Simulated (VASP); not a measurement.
## BaHfO3 in VASP 6.6.1, single-point calculation

INCAR

```
LWAVE = .FALSE.
NBANDS = 27
ENCUT = 520
ISMEAR = -1
AMIX = 0.1
LASPH = .TRUE.
NELM = 120
LREAL = .FALSE.
ISIF = 2
SIGMA = 0.02
NSW = 0
LCHARG = .FALSE.
PREC = Accurate
EDIFF = 1E-7
IBRION = -1
GGA = PE
```

KPOINTS

```
KPOINTS created by Atomic Simulation Environment
0
Gamma
6 6 6
0 0 0
```

POSCAR

```
Ba Hf O
 1.0000000000000000
     4.0935175953999998    0.0000000000000000    0.0000000000000000
     0.0000000000000000    4.0935175953999998    0.0000000000000000
     0.0000000000000000    0.0000000000000000    4.0935175953999998
 Ba  Hf  O
   1   1   3
Cartesian
  0.0000000000000000  0.0000000000000000  0.0000000000000000
  2.0467587976999995  2.0467587976999995  2.0467587976999995
  2.0467587976999995  2.0467587976999995  0.0000000000000000
  2.0467587976999995  0.0000000000000000  2.0467587976999995
  0.0000000000000000  2.0467587976999995  2.0467587976999995
```

The recommended PBE PAW datasets give the neutral cell 38 valence electrons.

Command

```
mpirun -np 1 vasp_std
```

Problem. Predict the outcome of this run.

Solution. It converged. Results: gap between bands v and c on the k mesh 3.69 eV; least direct gap on the k mesh 3.83 eV; pressure 14.7 GPa. Band v is the last that the valence electrons fill when counted band by band, and c is the next.

OSZICAR

```
N       E                     dE             d eps       ncg     rms          rms(c)
DAV:   1     0.216858485931E+03    0.21686E+03   -0.21402E+04  1080   0.138E+03
DAV:   2    -0.383288523526E+02   -0.25519E+03   -0.24650E+03  1367   0.321E+02
DAV:   3    -0.500481292965E+02   -0.11719E+02   -0.11672E+02  1413   0.641E+01
DAV:   4    -0.502318535539E+02   -0.18372E+00   -0.18356E+00  1476   0.736E+00
DAV:   5    -0.502351089797E+02   -0.32554E-02   -0.32551E-02  1379   0.710E-01    0.670E+01
DAV:   6    -0.467001030067E+02    0.35350E+01   -0.24156E+00  1222   0.948E+00    0.641E+01
DAV:   7    -0.436679332459E+02    0.30322E+01   -0.23393E+01  1211   0.273E+01    0.542E+01
DAV:   8    -0.466734323477E+02   -0.30055E+01   -0.25473E+01  1164   0.271E+01    0.135E+01
DAV:   9    -0.433220781701E+02    0.33514E+01   -0.17171E+01  1178   0.231E+01    0.298E+00
DAV:  10    -0.433522496099E+02   -0.30171E-01   -0.56155E-01  1295   0.421E+00    0.636E+00
...
DAV:  18    -0.433151723121E+02    0.72850E-04   -0.11229E-03  1255   0.224E-01    0.800E-01
DAV:  19    -0.433151833409E+02   -0.11029E-04   -0.47554E-05  1351   0.463E-02    0.508E-01
DAV:  20    -0.433151681691E+02    0.15172E-04   -0.81969E-06  1324   0.181E-02    0.409E-01
DAV:  21    -0.433151495353E+02    0.18634E-04   -0.46990E-05  1451   0.447E-02    0.186E-01
DAV:  22    -0.433151497266E+02   -0.19132E-06   -0.51219E-06  1464   0.141E-02    0.110E-01
DAV:  23    -0.433151495742E+02    0.15246E-06   -0.69142E-07  1301   0.502E-03    0.787E-02
DAV:  24    -0.433151490414E+02    0.53274E-06   -0.20809E-06  1237   0.909E-03    0.224E-02
DAV:  25    -0.433151488881E+02    0.15335E-06   -0.57936E-07  1266   0.467E-03    0.251E-03
DAV:  26    -0.433151489081E+02   -0.20060E-07   -0.17561E-08   621   0.851E-04
   1 F= -.43315149E+02 E0= -.43315149E+02  d E =-.252377E-12
```

Standard output (part)

```
POSCAR found type information on POSCAR BaHfO
 POSCAR found :  3 types and       5 ions
 LDA part: xc-table for (Slater+PW92), standard interpolation
 POSCAR, INCAR and KPOINTS ok, starting setup
 WAVECAR not read
 entering main loop
```

For comparison, a separate PBE run of the intended cell, on usual settings and not on those above, gives a gap of 3.69 eV on its mesh and a pressure of 14.7 GPa.
